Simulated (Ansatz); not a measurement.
**MgF$_{2}$: deformation potentials from a series**

```xyz
6
Lattice="4.6213 0.0000 0.0000 0.0000 4.6213 0.0000 0.0000 0.0000 3.0159" Properties=species:S:1:pos:R:3 pbc="T T T"
Mg    0.0000    0.0000    0.0000
Mg    2.3106    2.3106    1.5079
F     1.3993    1.3993    0.0000
F     0.9113    3.7100    1.5079
F     3.2220    3.2220    0.0000
F     3.7100    0.9113    1.5079
```

Atom numbers follow the list: Mg1, Mg2, F3, F4, F5, F6.

The cell comes from COD entry 9007534, which wasn't checked; take it as a given geometry.

Theory: DFT, LDA, all-electron LAPW, scalar-relativistic (Ansatz 0.2.0).

Sampling and basis: a Γ-centred 5×5×7 k mesh, Fermi–Dirac smearing of 0.02 eV, basis error target 1 meV/atom, no spin polarisation.

The cell is scaled evenly. Fractional coordinates are held (clamped ions).

Only quantities that a quadratic follows smoothly over the whole series are listed; rougher ones are left out.

```
ln(V/Vcell)  direct gap at Γ (eV)  smallest gap on mesh and path (eV)
    -0.0619                 7.326                               7.326
    -0.0202                 7.024                               7.024
    -0.0101                 6.951                               6.951
     0.0000                 6.881                               6.881
     0.0100                 6.811                               6.811
     0.0198                 6.743                               6.743
     0.0392                 6.610                               6.610
     0.0583                 6.482                               6.482
```

Question: Fit the series and give the slopes at zero strain.

Answer: Least-squares fits y = p0 + p1 x + p2 x² to the rows give direct gap at Γ (eV): p1 = -7.01, p2 = 2.9; smallest gap on mesh and path (eV): p1 = -7.01, p2 = 2.9. So dEg/dln V = -7.0 eV for the direct gap at Γ, the fundamental gap of this crystal. Semilocal gaps are too small, but their slopes carry over better.

Question: One run, at ln(V/Vcell) = -0.0408, is withheld. Predict its row.

Answer: The fits give 7.172, 7.172; the run gave 7.172, 7.172.
